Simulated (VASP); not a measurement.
Write the native input for VASP 6.6.1 that does the following.

```
Task                   : relaxation of cell and atoms
Functional             : PBEsol
Potentials or basis    : VASP PAW PBE potentials, release 64 (S)
Cutoff                 : 600 eV
k mesh                 : 8 × 8 × 8
Occupations            : methfessel-paxton, width 0.02 eV
Spin                   : no spin polarisation
Dipole correction      : no
Further INCAR settings : ALGO = Normal; EDIFF = 1e-06; IBRION = 2; EDIFFG = -0.001; NSW = 80; ISIF = 3
```

The structure of S lies in POSCAR:

```
S
1.0
    1.6385000000      0.9459884200      0.8613333300
   -1.6385000000      0.9459884200      0.8613333300
    0.0000000000     -1.8919768300      0.8613333300
S
1
Direct
    0.0000000000      0.0000000000      0.0000000000
```

This isn't the form of S at room conditions, which is orthorhombic, of S8 rings.

One way to write it, as run:

INCAR

```
PREC = Accurate ; ENCUT = 600
EDIFF = 1E-6 ; ISMEAR = 1
SIGMA = 0.02 ; LREAL = F
LASPH = T ; NELM = 100
ALGO = Normal ; ISIF = 3
LWAVE = F ; LCHARG = F
GGA = PS ; IBRION = 2
NSW = 80 ; EDIFFG = -0.001
```

KPOINTS

```
regular mesh
0
Gamma
  8 8 8
```

Potentials or basis: VASP PAW PBE potentials, release 64 (S).

Run with:

```console
$ cat potpaw_PBE.64/S/POTCAR > POTCAR
$ mpirun -np 1 vasp_std > vasp.out
```

Results of the run:

* Relaxed volume: 16.44 Å³/atom
* Relaxed cell: a = 2.551 Å, b = 2.551 Å, c = 2.551 Å, α = 94.40°, β = 94.40°, γ = 94.40°
* Space group after relaxing (to 0.05 Å): R-3m (No. 166)
* Energy gained by relaxing: 2989.8 meV/atom
* Ionic steps: 28
* Pressure after relaxing: 0.0 GPa
* Band gap on the k mesh: none (metal or under the smearing width)

Caveat: the k mesh is coarse (spacing up to 0.41 Å⁻¹), so the values aren't converged; the volume moved by over 15 % at a fixed basis, so the end points are rough; the PAW data sets were made with another functional, which shifts forces and pressure a little; the volume moved by +105 % from the deposited cell, more than functionals usually miss.

Wall time 22 s on 1 thread of Intel(R) Xeon(R) 6975P-C (Granite Rapids), with other jobs on the host, peak memory 0.11 GiB.
